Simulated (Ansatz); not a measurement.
Is this SiO2 structure stable?

The cell was found from a structure generator's guess, not taken from experiment.

These are results of DFT PBE, scalar-relativistic, plane waves, PAW in Ansatz 0.2.0, not measurements. Plane waves to 420 eV, a 6×6×4 mesh through Γ for the 9-atom cell and 0.02 eV Gaussian smearing; no spin polarisation.

```xyz
9
Lattice="5.1058 0.0000 0.0000 -2.5529 4.4218 0.0000 0.0000 0.0000 5.5853" Properties=species:S:1:pos:R:3 pbc="T T T"
Si   -1.2765    2.2109    4.6544
Si    1.2765    2.2109    0.9309
Si    2.5529    0.0000    2.7927
O     2.5529    2.5817    0.0000
O     0.0000    1.8401    0.0000
O     3.5122    0.9201    3.7235
O    -0.9593    3.5017    3.7235
O     1.5936    0.9201    1.8618
O     0.9593    3.5017    1.8618
```

Formation energies are uncorrected and refer to the elements' standard structures at the same level (O₂ as a molecule).

Question: These tests were run: energy against the elements; phonons on a 2×2×1 q mesh. What do they show?

Answer:

| test | result |
| --- | --- |
| energy against the elements | −2.773 eV/atom |
| phonons on a 2×2×1 q mesh | imaginary modes down to 54i cm⁻¹ |

It fails one test: phonons on a 2×2×1 q mesh. So it isn't even a local minimum.

The run for the phonons used a 6×6×4 k mesh.
